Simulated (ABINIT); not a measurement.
# In (P6_3/mmc) in ABINIT: further runs

The runs below take In through relaxation of cell and atoms, single point, with LDA.

Program: ABINIT 10.8.3 (patched build). These are calculated values, not measurements. Logs are shortened: lines on timing, memory, paths and dates and some standing lists are left out, and cuts for length are marked. The log counts tension as positive stress, the text compression.

**1. The crystal as given**

It takes space group P6_3/mmc (No. 194, hexagonal). Conventional cell: a = 3.335 Å, b = 3.335 Å, c = 5.509 Å, α = 90.00°, β = 90.00°, γ = 120.00°. In (site symmetry -6m2) is surrounded by 12 In at 3.34 to 3.36 Å.

This isn't the form of In at room conditions, which is tetragonal.

**2. Relaxation of cell and atoms, LDA**

run.abi reads:

```
# Pseudopotentials
pp_dirpath "./"
pseudos "In.hgh"

# Structure
acell 3*1.0 Angstrom
rprim
     3.3354847820     0.0000000000     0.0000000000
    -1.6677423910     2.8886145552     0.0000000000
     0.0000000000     0.0000000000     5.5091429200
ntypat 1
znucl 49
natom 2
typat 1 1
chkprim 0
chksymtnons 0
tolsym 1.0e-6
xred
            2/3            1/3            3/4
            1/3            2/3            1/4

# Plane-wave basis
ecut 408.170794 eV
ecutsm 0.5

# k points
kptopt 1
ngkpt 7 7 4
nshiftk 1
shiftk 0.0 0.0 0.0

# Exchange and correlation
ixc 7

# Bands and occupations
nband 7
occopt 3
tsmear 0.00183747

# SCF cycle
nstep 80
tolvrs 1.0e-12

# Output
iomode 3
prteig 0
prtebands 0
prtwf 0
prtden 0

# Relaxation
ionmov 2
optcell 2
ntime 50
tolmxf 2.0e-5
dilatmx 1.08
```

Potentials or basis: HGH LDA.

Run with:

```sh
$ abinit run.abi > log 2>&1
```

run.abo:

```text
.Version 10.8.3 of ABINIT
 Symmetries : space group P6_3/m m c (#194); Bravais hP (primitive hexag.)
================================================================================
 Values of the parameters that define the memory need of the present run
     intxc =       0    ionmov =       2      iscf =       7    lmnmax =       6
     lnmax =       6     mgfft =      40  mpssoang =       3    mqgrid =    3001
     natom =       2  nloc_mem =       1    nspden =       1   nspinor =       1
    nsppol =       1      nsym =      24    n1xccc =       0    ntypat =       1
    occopt =       3   xclevel =       1
       mpw =        1266          nfft =       23040          nkpt =          24
================================================================================
================================================================================

--------------------------------------------------------------------------------
------------- Echo of variables that govern the present computation ------------
--------------------------------------------------------------------------------
 -outvars: echo values of preprocessed input variables --------
            acell      1.8897261259E+00  1.8897261259E+00  1.8897261259E+00 Bohr
              amu      1.14820000E+02
          chkprim           0
      chksymtnons           0
          dilatmx      1.08000000E+00
             ecut      1.50000000E+01 Hartree
           ecutsm      5.00000000E-01 Hartree
           ionmov           2
              ixc           7
         kptrlatt        7    0    0      0    7    0      0    0    4
          kptrlen      4.16430852E+01
            natom           2
            nband           7
            ngfft          24      24      40
             nkpt          24
            nstep          80
             nsym          24
            ntime          50
           ntypat           1
           occopt           3
          optcell           2
           prtden           0
        prtebands           0
           prteig           0
            prtwf           0
            rprim      3.3354847820E+00  0.0000000000E+00  0.0000000000E+00
                      -1.6677423910E+00  2.8886145552E+00  0.0000000000E+00
                       0.0000000000E+00  0.0000000000E+00  5.5091429200E+00
          spgroup         194
           tolmxf      2.00000000E-05
           tolsym      1.00000000E-06
           tolvrs      1.00000000E-12
           tsmear      1.83747000E-03 Hartree
            typat      1  1
           xangst      1.6677423910E+00  9.6287151840E-01  4.1318571900E+00
                      -1.1156415586E-16  1.9257430368E+00  1.3772857300E+00
            xcart      3.1515763676E+00  1.8195634642E+00  7.8080784805E+00
                      -2.1082570004E-16  3.6391269284E+00  2.6026928268E+00
             xred      6.6666666667E-01  3.3333333333E-01  7.5000000000E-01
                       3.3333333333E-01  6.6666666667E-01  2.5000000000E-01
            znucl       49.00000

================================================================================

 chkinp: Checking input parameters for consistency.

================================================================================
== DATASET  1 ==================================================================

--- !DatasetInfo
iteration_state: {dtset: 1, }
dimensions: {natom: 2, nkpt: 24, mband: 7, nsppol: 1, nspinor: 1, nspden: 1, mpw: 1266, }
cutoff_energies: {ecut:  15.0, pawecutdg:  -1.0, }
electrons: {nelect:   6.00000000E+00, charge:   0.00000000E+00, occopt:   3.00000000E+00, tsmear:   1.83747000E-03, }
meta: {optdriver: 0, ionmov: 2, optcell: 2, iscf: 7, paral_kgb: 0, }
...

 Exchange-correlation functional for the present dataset will be:
  LDA: Perdew-Wang 92 LSD fit to Ceperley-Alder data - ixc=7
  J.P.Perdew and Y.Wang, PRB 45, 13244 (1992)

 Real(R)+Recip(G) space primitive vectors, cartesian coordinates (Bohr,Bohr^-1):
 R(1)=  6.3031527  0.0000000  0.0000000  G(1)=  0.1586508  0.0915971  0.0000000
 R(2)= -3.1515764  5.4586904  0.0000000  G(2)=  0.0000000  0.1831941  0.0000000
 R(3)=  0.0000000  0.0000000 10.4107713  G(3)=  0.0000000  0.0000000  0.0960544
 Unit cell volume ucvol=  3.5820298E+02 bohr^3
 Angles (23,13,12)=  9.00000000E+01  9.00000000E+01  1.20000000E+02 degrees

 getcut: wavevector=  0.0000  0.0000  0.0000  ngfft=  24  24  40
         ecut(hartree)=     17.496   => boxcut(ratio)=   2.02218

--- Pseudopotential description ------------------------------------------------
- pspini: atom type   1  psp file is ./In.hgh
  49.00000   3.00000     10605                znucl, zion, pspdat
    3    1    2    0      2001   0.00000      pspcod,pspxc,lmax,lloc,mmax,r2well

 pspatm : COMMENT -
  the projectors are not normalized,
  so that the KB energies are not consistent with
  definition in PRB44, 8503 (1991).
  However, this does not influence the results obtained hereafter.

   2.07104132E+02                                ecore*ucvol(ha*bohr**3)
--------------------------------------------------------------------------------

================================================================================

=== [ionmov= 2] Broyden-Fletcher-Goldfarb-Shanno method (forces)
================================================================================

--- Iteration: ( 1/50) Internal Cycle: (1/1)
--------------------------------------------------------------------------------

---SELF-CONSISTENT-FIELD CONVERGENCE--------------------------------------------

--- !BeginCycle
iteration_state: {dtset: 1, itime: 1, icycle: 1, }
solver: {iscf: 7, nstep: 80, nline: 4, wfoptalg: 0, }
tolerances: {tolvrs: 1.00E-12, }
...

     iter   Etot(hartree)      deltaE(h)  residm     vres2
 ETOT  1  -4.1072001256754    -4.107E+00 8.261E-03 6.396E+00
 ETOT  2  -4.1100866165934    -2.886E-03 1.017E-03 2.750E-01
 ETOT  3  -4.1101040654625    -1.745E-05 1.470E-04 5.713E-03
 ETOT  4  -4.1101054400581    -1.375E-06 4.514E-05 3.908E-05
 ETOT  5  -4.1101054495690    -9.511E-09 7.867E-06 2.977E-07
 ETOT  6  -4.1101054496241    -5.507E-11 4.862E-06 3.870E-09
 ETOT  7  -4.1101054496248    -7.381E-13 4.682E-07 3.885E-11
 ETOT  8  -4.1101054496248     1.066E-14 2.289E-06 3.545E-13
[... 711 lines left out ...]
 Gradient of E wrt nuclear positions in reduced coordinates (gred)
 -3.36580652894298E-29  3.36580652894298E-29 -0.00000000000000E+00
  3.36580652894298E-29 -3.36580652894298E-29 -0.00000000000000E+00
 Scale of Primitive Cell (acell) [bohr]
  6.06694949400082E+00  6.06694949408210E+00  9.91754286929477E+00
 Real space primitive translations (rprimd) [bohr]
  6.06694949400082E+00  0.00000000000000E+00  0.00000000000000E+00
 -3.03347474700041E+00  5.25413238537571E+00  0.00000000000000E+00
  0.00000000000000E+00  0.00000000000000E+00  9.91754286929477E+00
 Unitary Cell Volume (ucvol) [Bohr^3]=  3.16137108839261E+02
 Angles (23,13,12)= [degrees]
  9.00000000000000E+01  9.00000000000000E+01  1.19999999999557E+02
 Lengths [Bohr]
  6.06694949400082E+00  6.06694949408210E+00  9.91754286929477E+00
 Stress tensor in cartesian coordinates (strten) [Ha/bohr^3]
 -2.93742402051461E-08  0.00000000000000E+00  0.00000000000000E+00
  0.00000000000000E+00 -2.93743142370725E-08  0.00000000000000E+00
  0.00000000000000E+00  0.00000000000000E+00 -1.66312957216794E-08
 Total energy (etotal) [Ha]= -4.11384098058875E+00

 Difference of energy with previous step (new-old):
           Absolute (Ha)=-1.42716E-08
           Relative     =-3.46916E-09

 At Broyd/MD step   8, gradients are converged :
  max grad (force/stress) = 2.9374E-06 < tolmxf= 2.0000E-05 ha/bohr (free atoms)

================================================================================

 ----iterations are completed or convergence reached----

 Mean square residual over all n,k,spin=   95.594E-18; max=  51.833E-16
 reduced coordinates (array xred) for    2 atoms
       0.666666666667      0.333333333333      0.750000000000
       0.333333333333      0.666666666667      0.250000000000
 rms dE/dt=  2.7482E-29; max dE/dt=  3.3658E-29; dE/dt below (all hartree)
    1      -0.000000000000      0.000000000000      0.000000000000
    2       0.000000000000     -0.000000000000      0.000000000000

 cartesian coordinates (angstrom) at end:
    1      1.60524570487334     0.92678903984067     3.93610325326796
    2     -0.00000000000000     1.85357807968134     1.31203441775599

 cartesian forces (hartree/bohr) at end:
    1      0.00000000000000    -0.00000000000000    -0.00000000000000
    2     -0.00000000000000     0.00000000000000    -0.00000000000000
 frms,max,avg= 3.6985161E-30 5.5477741E-30   0.000E+00  0.000E+00  0.000E+00 h/b

 cartesian forces (eV/Angstrom) at end:
    1      0.00000000000000    -0.00000000000000    -0.00000000000000
    2     -0.00000000000000     0.00000000000000    -0.00000000000000
 frms,max,avg= 1.9018534E-28 2.8527801E-28   0.000E+00  0.000E+00  0.000E+00 e/A
 length scales=  6.066949494001  6.066949494082  9.917542869295 bohr
              =  3.210491409747  3.210491409790  5.248137671024 angstroms
 Fermi (or HOMO) energy (hartree) =   0.09384   Average Vxc (hartree)=  -0.30824
 Eigenvalues (hartree) for nkpt=  24  k points:
 kpt#   1, nband=  7, wtk=  0.00510, kpt=  0.0000  0.0000  0.0000 (reduced coord)
  -0.29197   -0.07942   -0.05362    0.43064    0.43064    0.49604    0.49604
      occupation numbers for kpt#   1
   2.00000    2.00000    2.00000    0.00000    0.00000    0.00000    0.00000
 prteigrs : prtvol=0 or 1, do not print more k-points.

--- !EnergyTerms
iteration_state     : {dtset: 1, itime: 8, icycle: 1, }
comment             : Components of total free energy in Hartree
kinetic             :  1.48086892977213E+00
hartree             :  1.17995490329752E-02
xc                  : -1.45078619498193E+00
Ewald energy        : -4.80746974102577E+00
psp_core            :  6.55108578778852E-01
local_psp           : -1.06439401655415E-01
non_local_psp       :  1.03344901619541E-01
internal            : -4.11357337845962E+00
'-kT*entropy'       : -2.67602129126625E-04
total_energy        : -4.11384098058875E+00
total_energy_eV     : -1.11943315877346E+02
band_energy         : -3.88161070430050E-01
...

 Cartesian components of stress tensor (hartree/bohr^3)
  sigma(1 1)= -2.93742402E-08  sigma(3 2)=  0.00000000E+00
  sigma(2 2)= -2.93743142E-08  sigma(3 1)=  0.00000000E+00
  sigma(3 3)= -1.66312957E-08  sigma(2 1)=  0.00000000E+00

-Cartesian components of stress tensor (GPa)         [Pressure=  7.3925E-04 GPa]
- sigma(1 1)= -8.64219984E-04  sigma(3 2)=  0.00000000E+00
- sigma(2 2)= -8.64222162E-04  sigma(3 1)=  0.00000000E+00
- sigma(3 3)= -4.89309613E-04  sigma(2 1)=  0.00000000E+00

== END DATASET(S) ==============================================================
================================================================================

 -outvars: echo values of variables after computation  --------
            acell      6.0669494940E+00  6.0669494941E+00  9.9175428693E+00 Bohr
           etotal     -4.1138409806E+00
            fcart      5.5477741034E-30 -3.2030088719E-30 -0.0000000000E+00
                      -5.5477741034E-30  3.2030088719E-30 -0.0000000000E+00
            rprim      1.0000000000E+00  0.0000000000E+00  0.0000000000E+00
                      -4.9999999999E-01  8.6602540379E-01  0.0000000000E+00
                       0.0000000000E+00  0.0000000000E+00  1.0000000000E+00
           strten     -2.9374240205E-08 -2.9374314237E-08 -1.6631295722E-08
                       0.0000000000E+00  0.0000000000E+00  0.0000000000E+00
           xangst      1.6052457049E+00  9.2678903984E-01  3.9361032533E+00
                      -3.7855876752E-17  1.8535780797E+00  1.3120344178E+00
             xred      6.6666666667E-01  3.3333333333E-01  7.5000000000E-01
                       3.3333333333E-01  6.6666666667E-01  2.5000000000E-01
 Calculation completed.
```

Wall time 23 s (1 thread of Arm Neoverse V1, shared host); peak memory 0.06 GiB.

Results:

* Free energy: -111.9433 eV
* Relaxed volume: 23.42 Å³/atom
* Relaxed cell: a = 3.210 Å, b = 3.210 Å, c = 5.248 Å, α = 90.00°, β = 90.00°, γ = 120.00°
* Space group after relaxing (to 0.05 Å): P6_3/mmc (No. 194)
* Energy gained by relaxing: 50.8 meV/atom
* Ionic steps: 8
* Pressure after relaxing: 0.0 GPa
* Band gap on the k mesh: none (metal or under the smearing width)

The path:
| step | energy change (eV) | largest force (eV/Å) | pressure (GPa) | volume (Å³) |
| --- | --- | --- | --- | --- |
| 1 | 0.0000 | 0.0000 | -4.50 | 53.08 |
| 2 | -0.0199 | 0.0000 | -4.18 | 52.35 |
| 3 | -0.0877 | 0.0000 | 2.34 | 44.88 |
| 4 | -0.1012 | 0.0000 | -0.39 | 47.23 |
| 5 | -0.1016 | 0.0000 | -0.02 | 46.87 |
| 6 | -0.1016 | 0.0000 | 0.00 | 46.85 |
| 7 | -0.1016 | 0.0000 | 0.00 | 46.84 |
| 8 | -0.1016 | 0.0000 | 0.00 | 46.85 |

Final structure:
```
CELL_PARAMETERS angstrom
3.21049 0.00000 0.00000
-1.60525 2.78037 0.00000
0.00000 0.00000 5.24814
ATOMIC_POSITIONS crystal
In 0.66667 0.33333 0.75000
In 0.33333 0.66667 0.25000
```

Caveat: HGH potentials are hard and often keep d shells in the core, so these values are rough.

**3. Single point, LDA (cell relaxed)**

run.abi reads:

```
# Pseudopotentials
pp_dirpath "./"
pseudos "In.hgh"

# Structure
acell 3*1.0 Angstrom
rprim
     3.2104914100     0.0000000000     0.0000000000
    -1.6052457100     2.7803671200     0.0000000000
     0.0000000000     0.0000000000     5.2481376700
ntypat 1
znucl 49
natom 2
typat 1 1
xred
     0.6666666700     0.3333333300     0.7500000000
     0.3333333300     0.6666666700     0.2500000000
chkprim 0
chksymtnons 0
tolsym 1.0e-6

# Plane-wave basis
ecut 15.0

# k points
kptopt 1
ngkpt 7 7 4
nshiftk 1
shiftk 0.0 0.0 0.0

# Exchange and correlation
ixc 7

# Bands and occupations
nband 7
occopt 3
tsmear 0.00183747

# SCF cycle
nstep 100
tolvrs 1.0e-10

# Output
iomode 3
prtwf 0
prtden 0
prteig 0
prtebands 0
```

Potentials or basis: HGH LDA.

Run with:

```sh
$ abinit run.abi > log 2>&1
```

It took 2.9 s on 1 thread of Arm Neoverse V1, shared host; peak memory 0.07 GiB.

It converged, with:

```
Free energy                                           : -111.9434 eV
Pressure                                              : 0.0 GPa
Band gap on the k mesh                                : none (metal or under the smearing width)
Valence electrons inside the program's atomic spheres : In 0.69 (radii [1.0584] Å)
```

Levels at points of the mesh, in eV from the Fermi level:
| k point | band 1 | band 2 | band 3 | band 4 | band 5 | band 6 |
| --- | --- | --- | --- | --- | --- | --- |
| (0.00, 0.00, 0.00) | -10.50 | -4.71 | -4.01 | 9.16 | 9.16 | 10.94 |
| (0.00, 0.00, 0.50) | -9.01 | -9.01 | 3.31 | 3.31 | 10.35 | 10.35 |

Caveat: HGH potentials are hard and often keep d shells in the core, so these values are rough.
